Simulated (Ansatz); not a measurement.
**SnO2: a one-atom displacement scan**

The task, for SnO2: measure how stiffly atom 3 (O) is held.

Computed with Ansatz 0.2.0 (DFT LDA, scalar-relativistic, plane waves, PAW, unless a step's input says otherwise).

### Step 1. The system as given

It takes space group I4_1/amd (No. 141, tetragonal). The conventional cell has a = 3.972 Å, b = 3.972 Å, c = 10.180 Å, α = 90.00°, β = 90.00°, γ = 90.00°. Around Sn (site symmetry -4m2) lie 6 O at 2.04 to 2.07 Å. O (site symmetry 2mm) is surrounded by 3 Sn at 2.04 to 2.07 Å.

Coordinates:

```cif
data_structure
_symmetry_space_group_name_H-M 'I4_1/amd:1'
_symmetry_Int_Tables_number 141
_cell_length_a 3.9722
_cell_length_b 3.9722
_cell_length_c 10.1803
_cell_angle_alpha 90.000
_cell_angle_beta 90.000
_cell_angle_gamma 90.000
_cell_volume 160.63
loop_
_atom_site_label
_atom_site_type_symbol
_atom_site_symmetry_multiplicity
_atom_site_Wyckoff_symbol
_atom_site_fract_x
_atom_site_fract_y
_atom_site_fract_z
_atom_site_occupancy
Sn1 Sn 4 a 0.00000 0.50000 0.25000 1
O1 O 8 e 0.50000 0.50000 0.29700 1
```

It goes back to an entry of the Materials Project, which need not be the stable form.

This cell was relaxed beforehand with the same method: volume 13.39 Å³/atom, gap on the mesh 1.73 eV.

### Step 2. Next: a one-atom displacement scan

Atom 3 (O) is moved by x along the Cartesian unit vector (-0.781, 0.000, 0.625); the cell and all other atoms stay fixed. Forces below are components along that vector, summed over the moved atoms. In a periodic cell its images move with it.

### Step 3. x = -0.200 Å

input.yaml

```yaml
crystal:
  lattice:
    - [-1.9861130355, 1.9861130355, 5.0901677926]
    - [1.9861130355, -1.9861130355, 5.0901677926]
    - [1.9861130355, 1.9861130355, -5.0901677926]
  atoms:
    - { symbol: Sn, position: [0.75, 0.25, 0.5] }
    - { symbol: Sn, position: [0.0, 0.0, 0.0] }
    - { symbol: O, position: [0.7847283405, 0.8240516194, 0.0393232789] }
    - { symbol: O, position: [0.9530024164, 0.4530024164, 0.5] }
    - { symbol: O, position: [0.2030024164, 0.2030024164, 0.0] }
    - { symbol: O, position: [0.5469975836, 0.0469975836, 0.5] }
basis:
  ecutwfc: 420
kpoints:
  mp_grid: { grid: [10, 10, 10] }
hamiltonian:
  xc: lda
scf:
  occupations: { method: gaussian, width: 0.05 }
output:
  forces: true
  stress: true
  eigenvalues: true
```

On the command line:

```bash
$ ansatz run input.yaml --threads 1 --pin off --max-ram 2560MiB --backend cpu --events-out ev --progress --plain --runs-dir out
```

Log, cut to the lines that bear on the results:

```text
Warning: RAYON_NUM_THREADS=1 ignored (pool sized by the plan → 1); use --threads N
[...]
Pseudopotentials: kind: paw
Pseudopotential: Sn, paw, valence charge 14, recommended cutoff 420 eV (normal), Sn.paw.azcp
Pseudopotential: O, paw, valence charge 6, recommended cutoff 420 eV (normal), O.paw.azcp
Functional definition: SPW92
[...]
Crystal: 6 atoms, lattice volume = 80.316 Å³
Basis set: ecut = 420 eV, 1589 PW (Γ), FFT grids on a1+a3, a2+a3, a3
Bands: 32, of which v1, the nominal top of the filled ones, is band 26 counted from 1 (25 counted from 0)
Symmetry: 2 space group operations
Space group: Cm (ITA 8), of the structure as read, at distance tolerance 4.3e-5 Å
k-points: 282 of 1000 (time reversal used)
[...]
SCF iter   1: F=—  HF=-13979.423123 eV  |F-HF|=—  |Δ(HF+E_count)|=         —  Δρ=1.64e-2  dr2=1.83e-1  ethr=1.77e-3  ⟨swp⟩=6.3  Hψ=40845  notcnv=0  defer=28
[...]
SCF iter   8: F=-13979.368636 eV  HF=-13979.368636 eV  |F-HF|=8.31e-8  |Δ(HF+E_count)|=   7.04e-9  Δρ=1.18e-5  dr2=9.30e-8  ethr=1.92e-10  ⟨swp⟩=9.2  Hψ=39538  notcnv=0
[...]
SCF converged after 8 iterations
Free energy (F): -13979.368636 eV
[...]
E sigma→0 (E₀):  -13979.368636 eV
Fermi energy:    7.773979 eV
[...]
--- Forces (eV/Å), atoms counted from 1 ---
  atom   1  Sn     3.33933005     0.00000000    -0.65645087
  atom   2  Sn     0.09760631     0.00000000    -0.37391458
  atom   3  O     -4.75009620     0.00000000     1.70253950
  atom   4  O      0.86997089     0.00000000    -0.18075803
  atom   5  O      0.36661703     0.00000000    -0.11998240
  atom   6  O      0.07657206     0.00000000    -0.37147144
[...]
--- Stress (GPa, compression-positive) ---
        6.127324       0.000000       0.045366
        0.000000      -0.089096       0.000000
        0.045365       0.000000      -2.593129
  P = ⅓ Tr σ = 1.1484 GPa (11.484 kbar)
--- Band table (eV; the first three rows and the last of 282) ---
[...]
```

Run time: 53 s. Hardware: 1 thread of Oxide Virtual Turin-like (Zen 5), shared host; peak memory 0.74 GiB.

### Step 4. Point x = 0.160 Å

Changes to input.yaml since step 3:

```diff
@@ -8,3 +8,3 @@
     - { symbol: Sn, position: [0.0, 0.0, 0.0] }
-    - { symbol: O, position: [0.7847283405, 0.8240516194, 0.0393232789] }
+    - { symbol: O, position: [0.8068129781, 0.775354355, -0.0314586231] }
     - { symbol: O, position: [0.9530024164, 0.4530024164, 0.5] }
```

On the command line:

```bash
$ ansatz run input.yaml --threads 1 --pin off --max-ram 2560MiB --backend cpu --events-out ev --progress --plain --runs-dir out
```

Log, cut to the lines that bear on the results:

```text
[...]
SCF converged after 8 iterations
Free energy (F): -13979.558356 eV
[...]
E sigma→0 (E₀):  -13979.558356 eV
Fermi energy:    7.805216 eV
[...]
--- Forces (eV/Å), atoms counted from 1 ---
  atom   1  Sn    -1.67845398     0.00000000     0.06495896
  atom   2  Sn     0.05256062     0.00000000     0.91026747
  atom   3  O      2.86819870     0.00000000    -1.64210886
  atom   4  O     -0.98022979     0.00000000     0.33525347
  atom   5  O     -0.22450773     0.00000000     0.08436705
  atom   6  O     -0.03756849     0.00000000     0.24721533
[...]
--- Stress (GPa, compression-positive) ---
        2.719795       0.000000      -0.169919
        0.000000       0.447023       0.000000
       -0.169919       0.000000       5.133981
  P = ⅓ Tr σ = 2.7669 GPa (27.669 kbar)
--- Band table (eV; the first three rows and the last of 282) ---
[...]
```

Wall time 47 s (1 thread of Oxide Virtual Turin-like (Zen 5), shared host); peak memory 0.77 GiB.

### Step 5. x = -0.120 Å

Changes to input.yaml since step 4:

```diff
@@ -8,3 +8,3 @@
     - { symbol: Sn, position: [0.0, 0.0, 0.0] }
-    - { symbol: O, position: [0.8068129781, 0.775354355, -0.0314586231] }
+    - { symbol: O, position: [0.7896360377, 0.8132300051, 0.0235939673] }
     - { symbol: O, position: [0.9530024164, 0.4530024164, 0.5] }
```

On the command line:

```bash
$ ansatz run input.yaml --threads 1 --pin off --max-ram 2560MiB --backend cpu --events-out ev --progress --plain --runs-dir out
```

Log, cut to the lines that bear on the results:

```text
Warning: RAYON_NUM_THREADS=1 ignored (pool sized by the plan → 1); use --threads N
[...]
[... 4 set-up lines as earlier in the session ...]
[...]
Crystal: 6 atoms, lattice volume = 80.316 Å³
Basis set: ecut = 420 eV, 1589 PW (Γ), FFT grids on a1+a3, a2+a3, a3
Bands: 32, of which v1, the nominal top of the filled ones, is band 26 counted from 1 (25 counted from 0)
[... 2 set-up lines as earlier in the session ...]
k-points: 282 of 1000 (time reversal used)
[...]
SCF iter   1: F=—  HF=-13979.718274 eV  |F-HF|=—  |Δ(HF+E_count)|=         —  Δρ=1.63e-2  dr2=1.81e-1  ethr=1.77e-3  ⟨swp⟩=6.3  Hψ=40578  notcnv=0  defer=24
[...]
SCF iter   8: F=-13979.664084 eV  HF=-13979.664084 eV  |F-HF|=4.93e-8  |Δ(HF+E_count)|=   3.38e-8  Δρ=9.12e-6  dr2=5.61e-8  ethr=1.92e-10  ⟨swp⟩=9.4  Hψ=36900  notcnv=0
[...]
SCF converged after 8 iterations
Free energy (F): -13979.664084 eV
[...]
E sigma→0 (E₀):  -13979.664084 eV
Fermi energy:    7.770064 eV
[...]
--- Forces (eV/Å), atoms counted from 1 ---
  atom   1  Sn     1.70982458     0.00000000    -0.32833172
  atom   2  Sn     0.05019918     0.00000000    -0.31385693
  atom   3  O     -2.57566555     0.00000000     1.05789283
  atom   4  O      0.56547818     0.00000000    -0.13311434
  atom   5  O      0.20921937     0.00000000    -0.06888408
  atom   6  O      0.04095259     0.00000000    -0.21373238
[...]
--- Stress (GPa, compression-positive) ---
        2.109480       0.000000       0.141426
        0.000000      -0.143531       0.000000
        0.141425       0.000000      -2.016016
  P = ⅓ Tr σ = -0.0167 GPa (-0.167 kbar)
--- Band table (eV; the first three rows and the last of 282) ---
[...]
```

It took 45 s on 1 thread of Oxide Virtual Turin-like (Zen 5), shared host; peak memory 0.77 GiB.

### Step 6. At x = 0.080 Å

Changes to input.yaml since step 5:

```diff
@@ -8,3 +8,3 @@
     - { symbol: Sn, position: [0.0, 0.0, 0.0] }
-    - { symbol: O, position: [0.7896360377, 0.8132300051, 0.0235939673] }
+    - { symbol: O, position: [0.8019052808, 0.7861759693, -0.0157293116] }
     - { symbol: O, position: [0.9530024164, 0.4530024164, 0.5] }
```

On the command line:

```bash
$ ansatz run input.yaml --threads 1 --pin off --max-ram 2560MiB --backend cpu --events-out ev --progress --plain --runs-dir out
```

Log, cut to the lines that bear on the results:

```text
[...]
SCF converged after 8 iterations
Free energy (F): -13979.754489 eV
[...]
E sigma→0 (E₀):  -13979.754489 eV
Fermi energy:    7.779826 eV
[...]
--- Forces (eV/Å), atoms counted from 1 ---
  atom   1  Sn    -0.87885784     0.00000000     0.09140393
  atom   2  Sn     0.00162912     0.00000000     0.37993837
  atom   3  O      1.47296168     0.00000000    -0.78463883
  atom   4  O     -0.45496595     0.00000000     0.14178107
  atom   5  O     -0.12004845     0.00000000     0.04332302
  atom   6  O     -0.02073737     0.00000000     0.12818567
[...]
--- Stress (GPa, compression-positive) ---
        0.666518       0.000000      -0.137466
        0.000000       0.180763       0.000000
       -0.137466       0.000000       2.183832
  P = ⅓ Tr σ = 1.0104 GPa (10.104 kbar)
--- Band table (eV; the first three rows and the last of 282) ---
[...]
```

It took 39 s on 1 thread of Oxide Virtual Turin-like (Zen 5), shared host; peak memory 0.77 GiB.

### Step 7. At x = -0.040 Å

Changes to input.yaml since step 6:

```diff
@@ -8,3 +8,3 @@
     - { symbol: Sn, position: [0.0, 0.0, 0.0] }
-    - { symbol: O, position: [0.8019052808, 0.7861759693, -0.0157293116] }
+    - { symbol: O, position: [0.794543735, 0.8024083908, 0.0078646558] }
     - { symbol: O, position: [0.9530024164, 0.4530024164, 0.5] }
```

On the command line:

```bash
$ ansatz run input.yaml --threads 1 --pin off --max-ram 2560MiB --backend cpu --events-out ev --progress --plain --runs-dir out
```

Log, cut to the lines that bear on the results:

```text
Warning: RAYON_NUM_THREADS=1 ignored (pool sized by the plan → 1); use --threads N
[...]
[... 4 set-up lines as earlier in the session ...]
[...]
Crystal: 6 atoms, lattice volume = 80.316 Å³
Basis set: ecut = 420 eV, 1589 PW (Γ), FFT grids on a1+a3, a2+a3, a3
Bands: 32, of which v1, the nominal top of the filled ones, is band 26 counted from 1 (25 counted from 0)
[... 2 set-up lines as earlier in the session ...]
k-points: 282 of 1000 (time reversal used)
[...]
SCF iter   1: F=—  HF=-13979.857163 eV  |F-HF|=—  |Δ(HF+E_count)|=         —  Δρ=1.63e-2  dr2=1.79e-1  ethr=1.77e-3  ⟨swp⟩=6.2  Hψ=40648  notcnv=0  defer=26
[...]
SCF iter   8: F=-13979.803574 eV  HF=-13979.803574 eV  |F-HF|=1.09e-8  |Δ(HF+E_count)|=   7.62e-9  Δρ=4.71e-6  dr2=1.35e-8  ethr=1.92e-10  ⟨swp⟩=9.4  Hψ=38006  notcnv=0
[...]
SCF converged after 8 iterations
Free energy (F): -13979.803574 eV
[...]
E sigma→0 (E₀):  -13979.803574 eV
Fermi energy:    7.759170 eV
[...]
--- Forces (eV/Å), atoms counted from 1 ---
  atom   1  Sn     0.50094949     0.00000000    -0.08551448
  atom   2  Sn     0.01174173     0.00000000    -0.13703345
  atom   3  O     -0.79426712     0.00000000     0.36648138
  atom   4  O      0.20346664     0.00000000    -0.05336312
  atom   5  O      0.06592143     0.00000000    -0.02172236
  atom   6  O      0.01218139     0.00000000    -0.06884839
[...]
--- Stress (GPa, compression-positive) ---
        0.234181       0.000000       0.069898
        0.000000      -0.083566       0.000000
        0.069898       0.000000      -0.842104
  P = ⅓ Tr σ = -0.2305 GPa (-2.305 kbar)
--- Band table (eV; the first three rows and the last of 282) ---
[...]
```

It took 40 s on 1 thread of Oxide Virtual Turin-like (Zen 5), shared host; peak memory 0.77 GiB.

### Step 8. At x = 0.200 Å

Changes to input.yaml since step 7:

```diff
@@ -8,3 +8,3 @@
     - { symbol: Sn, position: [0.0, 0.0, 0.0] }
-    - { symbol: O, position: [0.794543735, 0.8024083908, 0.0078646558] }
+    - { symbol: O, position: [0.8092668267, 0.7699435478, -0.0393232789] }
     - { symbol: O, position: [0.9530024164, 0.4530024164, 0.5] }
```

On the command line:

```bash
$ ansatz run input.yaml --threads 1 --pin off --max-ram 2560MiB --backend cpu --events-out ev --progress --plain --runs-dir out
```

Log, cut to the lines that bear on the results:

```text
[...]
SCF converged after 9 iterations
Free energy (F): -13979.411276 eV
[...]
E sigma→0 (E₀):  -13979.411276 eV
Fermi energy:    7.817542 eV
[...]
--- Forces (eV/Å), atoms counted from 1 ---
  atom   1  Sn    -2.07309081     0.00000000     0.00245167
  atom   2  Sn     0.10314898     0.00000000     1.23464412
  atom   3  O      3.55811056     0.00000000    -2.10001756
  atom   4  O     -1.27220666     0.00000000     0.45515497
  atom   5  O     -0.27107894     0.00000000     0.10464323
  atom   6  O     -0.04488287     0.00000000     0.30313317
[...]
--- Stress (GPa, compression-positive) ---
        4.195424       0.000000      -0.108024
        0.000000       0.600921       0.000000
       -0.108023       0.000000       6.910692
  P = ⅓ Tr σ = 3.9023 GPa (39.023 kbar)
--- Band table (eV; the first three rows and the last of 282) ---
[...]
```

It took 58 s on 1 thread of Oxide Virtual Turin-like (Zen 5), shared host; peak memory 0.77 GiB.

### Step 9. x = -0.160 Å

Changes to input.yaml since step 8:

```diff
@@ -8,3 +8,3 @@
     - { symbol: Sn, position: [0.0, 0.0, 0.0] }
-    - { symbol: O, position: [0.8092668267, 0.7699435478, -0.0393232789] }
+    - { symbol: O, position: [0.7871821891, 0.8186408122, 0.0314586231] }
     - { symbol: O, position: [0.9530024164, 0.4530024164, 0.5] }
```

On the command line:

```bash
$ ansatz run input.yaml --threads 1 --pin off --max-ram 2560MiB --backend cpu --events-out ev --progress --plain --runs-dir out
```

Log, cut to the lines that bear on the results:

```text
Warning: RAYON_NUM_THREADS=1 ignored (pool sized by the plan → 1); use --threads N
[...]
[... 4 set-up lines as earlier in the session ...]
[...]
Crystal: 6 atoms, lattice volume = 80.316 Å³
Basis set: ecut = 420 eV, 1589 PW (Γ), FFT grids on a1+a3, a2+a3, a3
Bands: 32, of which v1, the nominal top of the filled ones, is band 26 counted from 1 (25 counted from 0)
[... 2 set-up lines as earlier in the session ...]
k-points: 282 of 1000 (time reversal used)
[...]
SCF iter   1: F=—  HF=-13979.591694 eV  |F-HF|=—  |Δ(HF+E_count)|=         —  Δρ=1.64e-2  dr2=1.82e-1  ethr=1.77e-3  ⟨swp⟩=6.3  Hψ=40665  notcnv=0  defer=26
[...]
SCF iter   8: F=-13979.537333 eV  HF=-13979.537333 eV  |F-HF|=6.90e-8  |Δ(HF+E_count)|=   1.52e-8  Δρ=1.07e-5  dr2=7.73e-8  ethr=1.92e-10  ⟨swp⟩=9.2  Hψ=38104  notcnv=0
[...]
SCF converged after 8 iterations
Free energy (F): -13979.537333 eV
[...]
E sigma→0 (E₀):  -13979.537333 eV
Fermi energy:    7.772989 eV
[...]
--- Forces (eV/Å), atoms counted from 1 ---
  atom   1  Sn     2.45954601     0.00000000    -0.48256410
  atom   2  Sn     0.07350593     0.00000000    -0.35746890
  atom   3  O     -3.60194724     0.00000000     1.38533439
  atom   4  O      0.72479668     0.00000000    -0.16058651
  atom   5  O      0.28627406     0.00000000    -0.09390459
  atom   6  O      0.05783200     0.00000000    -0.29083991
[...]
--- Stress (GPa, compression-positive) ---
        3.824384       0.000000       0.119005
        0.000000      -0.131838       0.000000
        0.119005       0.000000      -2.374940
  P = ⅓ Tr σ = 0.4392 GPa (4.392 kbar)
--- Band table (eV; the first three rows and the last of 282) ---
[...]
```

Wall time 33 s (1 thread of Oxide Virtual Turin-like (Zen 5), shared host); peak memory 0.77 GiB.

### Step 10. x = 0.120 Å

Changes to input.yaml since step 9:

```diff
@@ -8,3 +8,3 @@
     - { symbol: Sn, position: [0.0, 0.0, 0.0] }
-    - { symbol: O, position: [0.7871821891, 0.8186408122, 0.0314586231] }
+    - { symbol: O, position: [0.8043591295, 0.7807651621, -0.0235939673] }
     - { symbol: O, position: [0.9530024164, 0.4530024164, 0.5] }
```

On the command line:

```bash
$ ansatz run input.yaml --threads 1 --pin off --max-ram 2560MiB --backend cpu --events-out ev --progress --plain --runs-dir out
```

Log, cut to the lines that bear on the results:

```text
[...]
SCF converged after 8 iterations
Free energy (F): -13979.672664 eV
[...]
E sigma→0 (E₀):  -13979.672664 eV
Fermi energy:    7.792759 eV
[...]
--- Forces (eV/Å), atoms counted from 1 ---
  atom   1  Sn    -1.28319003     0.00000000     0.09388619
  atom   2  Sn     0.01964889     0.00000000     0.62569604
  atom   3  O      2.17555365     0.00000000    -1.20378862
  atom   4  O     -0.70825352     0.00000000     0.23128419
  atom   5  O     -0.17419646     0.00000000     0.06397563
  atom   6  O     -0.02956782     0.00000000     0.18892369
[...]
--- Stress (GPa, compression-positive) ---
        1.535517       0.000000      -0.174606
        0.000000       0.306162       0.000000
       -0.174606       0.000000       3.560529
  P = ⅓ Tr σ = 1.8007 GPa (18.007 kbar)
--- Band table (eV; the first three rows and the last of 282) ---
[...]
```

It took 35 s on 1 thread of Oxide Virtual Turin-like (Zen 5), shared host; peak memory 0.77 GiB.

### Step 11. At x = -0.080 Å

Changes to input.yaml since step 10:

```diff
@@ -8,3 +8,3 @@
     - { symbol: Sn, position: [0.0, 0.0, 0.0] }
-    - { symbol: O, position: [0.8043591295, 0.7807651621, -0.0235939673] }
+    - { symbol: O, position: [0.7920898864, 0.8078191979, 0.0157293116] }
     - { symbol: O, position: [0.9530024164, 0.4530024164, 0.5] }
@@ -24 +24,5 @@
   eigenvalues: true
+  write_density: true
+  write_potential: true
+  elf: true
+  volumetric_format: npy
```

On the command line:

```bash
$ ansatz run input.yaml --threads 1 --pin off --max-ram 2560MiB --backend cpu --events-out ev --progress --plain --runs-dir out
```

Log, cut to the lines that bear on the results:

```text
[...]
SCF converged after 8 iterations
Free energy (F): -13979.752033 eV
[...]
E sigma→0 (E₀):  -13979.752033 eV
Fermi energy:    7.765423 eV
[...]
--- Forces (eV/Å), atoms counted from 1 ---
  atom   1  Sn     1.06442747     0.00000000    -0.19545999
  atom   2  Sn     0.02907349     0.00000000    -0.24103117
  atom   3  O     -1.64679949     0.00000000     0.71877168
  atom   4  O      0.39180574     0.00000000    -0.09763113
  atom   5  O      0.13570613     0.00000000    -0.04482294
  atom   6  O      0.02579419     0.00000000    -0.13983454
[...]
--- Stress (GPa, compression-positive) ---
        0.928911       0.000000       0.121340
        0.000000      -0.126430       0.000000
        0.121340       0.000000      -1.507547
  P = ⅓ Tr σ = -0.2350 GPa (-2.350 kbar)
--- Band table (eV; the first three rows and the last of 282) ---
[...]
```

Wall time 93 s (1 thread of Oxide Virtual Turin-like (Zen 5), shared host); peak memory 0.77 GiB.

Axes a, b and c in the maps are those of this run's conventional cell (a, b, c = 10.928, 3.972, 3.972 Å).

Density in a lattice plane of the grid's cell (edges 10.93 and 3.97 Å, at 0.000 of the third edge), which holds Sn and O.

Ten even steps from ' ' (0.01 e/Å³) to '@' (16.98 e/Å³):
```
--          --::    ::--              --::    ::
          --@@--                    ..==..      
  ::::    ::--                                  
..--..                                          
                                                
        ..--::                                  
--::    ::--..                                  
@@--                ..==..                    --
```
Columns run along the first of these edges and rows up along the second, over one cell in 24 and 8 even steps from the bottom left corner. Atoms in the plane (fractional): Sn at (0.25, 0.75), Sn at (0.00, 0.00), O at (0.21, 0.19), O at (0.05, 0.55), O at (0.80, 0.80), O at (0.45, 0.95).

ELF in the same plane.

Values, 6 rows by 12 columns:
```
0.13 0.24 0.15 0.01 0.19 0.80 0.78 0.03 0.08 0.82 0.68 0.20
0.65 0.75 0.19 0.01 0.18 0.60 0.15 0.01 0.18 0.82 0.80 0.12
0.77 0.74 0.15 0.21 0.08 0.03 0.01 0.01 0.08 0.54 0.23 0.13
0.66 0.27 0.56 0.81 0.22 0.03 0.15 0.03 0.01 0.02 0.01 0.13
0.13 0.20 0.72 0.79 0.10 0.60 0.78 0.15 0.01 0.02 0.23 0.12
0.00 0.19 0.70 0.24 0.18 0.79 0.77 0.16 0.01 0.53 0.82 0.20
```
Columns run along the first of these edges and rows up along the second, over one cell in 12 and 6 even steps from the bottom left corner. Atoms in the plane (fractional): Sn at (0.25, 0.75), Sn at (0.00, 0.00), O at (0.21, 0.19), O at (0.05, 0.55), O at (0.80, 0.80), O at (0.45, 0.95).

Both are smooth fields of the valence electrons: close to the nuclei they are not physical.

Outside the cores ELF peaks at 0.86 beside O, off the lines to its neighbours, 0.6 Å from O; 0.83 in the shell around O, 0.7 Å from O.

### Step 12. Results of the scan

Collected from the runs (energy zero: the undisturbed cell):

| x (Å) | ΔE (meV/cell) | force on the moved atoms (eV/Å) | pressure (GPa) | gap on the mesh (eV) |
| --- | --- | --- | --- | --- |
| -0.200 | 451.8 | 4.773 | 1.1 | 1.44 |
| -0.160 | 283.1 | 3.678 | 0.4 | 1.50 |
| -0.120 | 156.4 | 2.672 | 0.0 | 1.57 |
| -0.080 | 68.4 | 1.735 | -0.2 | 1.63 |
| -0.040 | 16.9 | 0.849 | -0.2 | 1.68 |
| 0.000 | 0.0 | 0.000 | 0.0 | 1.73 |
| 0.080 | 66.0 | -1.640 | 1.0 | 1.74 |
| 0.120 | 147.8 | -2.451 | 1.8 | 1.73 |
| 0.160 | 262.1 | -3.266 | 2.8 | 1.72 |
| 0.200 | 409.2 | -4.090 | 3.9 | 1.71 |

### Step 13. Summary of results

```
                                                        quantity        value
force constant along x, from the points at -0.040, 0 and 0.080 Å  20.99 eV/Å²
```

**Reading.** The restoring force grows by 20.99 eV/Å per Å near the site; for the mass of O against a rigid frame that is a vibration of about 597 cm⁻¹. The undisturbed cell stays the lowest of the sampled points. The gap on the mesh stays between 1.44 and 1.74 eV.
